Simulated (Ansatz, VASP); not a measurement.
**CdSe: VASP beside Ansatz**

File INCAR:

```
SYSTEM = CdSe
PREC     = Accurate       ! precision mode
ENCUT    = 520            ! plane-wave cutoff, eV
EDIFF    = 1E-6           ! SCF threshold, eV
ISMEAR   = 0              ! smearing method
SIGMA    = 0.1            ! smearing width, eV
LREAL    = .False.        ! projectors in reciprocal space
LASPH    = .True.         ! aspherical terms in the spheres
NELM     = 60             ! most SCF steps
ALGO     = Normal         ! electronic algorithm
ISIF     = 2              ! what is computed and relaxed
LWAVE    = .False.        ! write WAVECAR
LCHARG   = .False.        ! write CHGCAR
GGA      = PS             ! functional
NBANDS   = 16             ! bands
```

Contents of KPOINTS:

```
Automatic mesh
0
Gamma
  6 6 6
  0 0 0
```

Contents of POSCAR:

```
CdSe
1.0
    0.0000000000      2.9605872213      2.9605872213
    2.9605872213      0.0000000000      2.9605872213
    2.9605872213      2.9605872213      0.0000000000
Cd Se
1 1
Direct
    0.0000000000      0.0000000000      0.0000000000
    0.2500000000      0.2500000000      0.2500000000
```

Input for Ansatz:

```yaml
crystal:
  lattice:
    - [0.0, 2.9605872213, 2.9605872213]
    - [2.9605872213, 0.0, 2.9605872213]
    - [2.9605872213, 2.9605872213, 0.0]
  atoms:
    - { symbol: Cd, position: [0.0, 0.0, 0.0] }
    - { symbol: Se, position: [0.25, 0.25, 0.25] }
basis:
  ecutwfc: 420
kpoints:
  mp_grid: { grid: [6, 6, 6] }
hamiltonian:
  xc: pbesol
scf:
  occupations: { method: gaussian, width: 0.1 }
output:
  forces: true
  stress: true
  eigenvalues: true
```

Alike in both runs: task single point; functional PBEsol; k mesh 6 × 6 × 6; occupations gaussian, width 0.1 eV; no spin polarisation.

|  | VASP | Ansatz |
| --- | --- | --- |
| version | VASP 6.6.1 | Ansatz 0.2.0 |
| potentials or method | VASP PAW PBE potentials, release 64 (Cd, Se) | scalar-relativistic, plane waves, PAW |
| plane-wave cutoff (eV) | 520 | 420 |
| valence electrons in the cell | 18 | 36 |

VASP gave:

| Quantity | Value |
| --- | --- |
| gap on the k mesh at the Fermi level (eV) | 0.64 |
| least direct gap on the mesh (eV) | 0.64 |
| pressure (GPa) | 5.6 |

Q: What did Ansatz give for the same quantities?

A: gap on the k mesh at the Fermi level (eV): 0.63; least direct gap on the mesh (eV): 0.63; pressure (GPa): 5.1.

The two sets of potentials don't hold the same shells in valence.

Caveats: the PAW data sets were made with another functional, which shifts forces and pressure a little (VASP).
